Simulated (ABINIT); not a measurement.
**W in ABINIT: convergence with k mesh**

The system is W.

```
W
1.0
     0.00000    2.03000    2.03000
     2.03000    0.00000    2.03000
     2.03000    2.03000    0.00000
W
1
Direct
  0.00000 0.00000 0.00000
```

This isn't the form of W at room conditions, which is bcc.

```yaml
Program: ABINIT 10.8.3 (patched build)
Task: single point
Functional: PBEsol
Potentials_or_basis: JTH PAW PBE v2.0
Cutoff: 435 eV
k_mesh: 2 × 2 × 2
Occupations: gaussian, width 0.1 eV
Spin: no spin polarisation
```

These are the settings of the first run; the series varies k mesh, with any setting tied to it.

Hardware: 1 thread of Arm Neoverse V1 (shared host).

```tsv
k mesh	energy less the tightest run, at zero smearing (meV/atom)	pressure (GPa)	SCF cycles	CPU time (s)	peak memory (GiB)
2 × 2 × 2	-396.47	-42.59	10	4	0.08
3 × 3 × 3	377.98	-7.13	15	5.6	0.08
5 × 5 × 5	-22.18	-13.77	11	5	0.08
7 × 7 × 7	24.33	-11.47	13	6.6	0.08
8 × 8 × 8	-13.58	-12.58	11	6.5	0.08
10 × 10 × 10	4.52	-12.61	13	9.3	0.09
12 × 12 × 12	0.12	-13.42	12	11	0.09
14 × 14 × 14	-2.93	-13.01	12	14	0.1
16 × 16 × 16	0.00	-13.12	13	19	0.1
```

Not settled before the last step: the energy (to 1 meV/atom), the pressure (to 0.1 GPa). Meshes of other sizes hit other points, so gaps and Fermi surfaces needn't settle smoothly. The tightest run that finished is the yardstick and may itself not be fully converged.

Caveat, for the tightest run too: the PAW data sets were made with another functional, which shifts forces and pressure a little. The run has no spin-orbit coupling, so splittings on W are missing.
